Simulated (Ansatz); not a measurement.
Structure: AlN (wurtzite), at its r2SCAN minimum. The symmetry is P6_3mc (No. 186, hexagonal); a = 3.107 Å, c = 4.979 Å in the conventional setting, 10.40 Å³ an atom. Around Al lie 4 N at 1.89–1.90 Å; around N lie 4 Al at 1.89–1.90 Å.

```
Al N
1.0
     3.10669    0.00000    0.00000
    -1.55335    2.69048    0.00000
     0.00000    0.00000    4.97859
Al N
2 2
Direct
  0.33333 0.66667 0.99670
  0.66667 0.33333 0.49670
  0.33333 0.66667 0.37830
  0.66667 0.33333 0.87830
```

4 runs of the PAW code Ansatz on this cell differ in the functional (and in the settings that go with it). Levels are in eV from each run's valence top; v1 is the last filled band, c1 the first empty one.

Run A, mean stress +4.6 GPa (compression positive):

| point | v2 | v1 | c1 | c2 |
| --- | --- | --- | --- | --- |
| Γ | -0.21 | 0.00 | 4.23 | 6.71 |
| M | -1.77 | -0.69 | 5.81 | 5.84 |
| K | -2.38 | -2.38 | 5.06 | 8.37 |
| A | -0.54 | -0.54 | 6.50 | 6.50 |

Run B, mean stress -0.6 GPa (compression positive):

| point | v2 | v1 | c1 | c2 |
| --- | --- | --- | --- | --- |
| Γ | -0.23 | 0.00 | 5.60 | 8.19 |
| M | -1.88 | -0.76 | 7.15 | 7.20 |
| K | -2.57 | -2.57 | 6.34 | 9.94 |
| A | -0.60 | -0.60 | 7.99 | 7.99 |

Run C, mean stress 0.0 GPa (compression positive):

| point | v2 | v1 | c1 | c2 |
| --- | --- | --- | --- | --- |
| Γ | -0.22 | 0.00 | 4.88 | 7.53 |
| M | -1.77 | -0.71 | 6.45 | 6.57 |
| K | -2.41 | -2.41 | 5.70 | 9.15 |
| A | -0.56 | -0.56 | 7.23 | 7.23 |

Run D, mean stress -0.7 GPa (compression positive):

| point | v2 | v1 | c1 | c2 |
| --- | --- | --- | --- | --- |
| Γ | -0.23 | 0.00 | 6.33 | 8.95 |
| M | -1.90 | -0.76 | 7.91 | 7.95 |
| K | -2.59 | -2.59 | 7.08 | 10.71 |
| A | -0.61 | -0.61 | 8.75 | 8.75 |

Q: Match the runs to PBE, r2SCAN, HSE06, PBE0.

A: A is PBE, B is HSE06, C is r2SCAN, D is PBE0. In order of the gap: PBE 4.23, r2SCAN 4.88, HSE06 5.60, PBE0 6.33 eV. The stress vanishes for r2SCAN, which relaxed the cell.

Spin-unpolarised throughout; all numbers are computed.

The stress of a hybrid is loosely converged in these runs.

The meshes of the hybrids are coarse, so their gaps aren't converged to the digits shown.
